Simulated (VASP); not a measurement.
Here is a VASP 6.6.1 calculation.

Contents of INCAR:

```
  ALGO = Fast
  EDIFF = 1E-7
  ENCUT = 520
  GGA = PS
  GGA_COMPAT = F
  ISIF = 2
  ISMEAR = 0
  LASPH = T
  LCHARG = T
  LDAU = T
  LDAUJ = 0 0
  LDAUL = 2 -1
  LDAUPRINT = 1
  LDAUTYPE = 2
  LDAUU = 6 0
  LMAXMIX = 4
  LORBIT = 11
  LORBMOM = T
  LREAL = F
  LSORBIT = T
  LVHAR = T
  LWAVE = F
  MAGMOM = 0.283 -0.007 -0.188 0 0 0
  NBANDS = 28
  NELM = 100
  PREC = Accurate
  SIGMA = 0.05
```

Contents of KPOINTS:

```
k-points
0
Gamma
  5 5 5
```

File POSCAR:

```
TePt
1.0
    0.0000000000      3.2450425500      3.2450425500
    3.2450425500      0.0000000000      3.2450425500
    3.2450425500      3.2450425500      0.0000000000
Pt Te
1 1
Direct
    0.0000000000      0.0000000000      0.0000000000
    0.2500000000      0.2500000000      0.2500000000
```

Potentials or basis: VASP PAW PBE potentials, release 64 (Pt, Te).

Launch:

```sh
$ cat potpaw_PBE.64/Pt/POTCAR potpaw_PBE.64/Te/POTCAR > POTCAR
$ mpirun -np 1 vasp_ncl > vasp.out
```

Q: Estimate the net moment.

A: 0.00 μB per cell.

Q: Predict the pressure.

A: -13.9 GPa.

Moments on the atoms (μB; x, y, z):
```
Pt  0.00 0.00 0.00
Te  0.00 0.00 0.00
```

Caveat: the PAW data sets were made with another functional, which shifts forces and pressure a little; the U is typed as a test and isn't derived for this compound. The state reached can hang on the start; a lower one may exist.
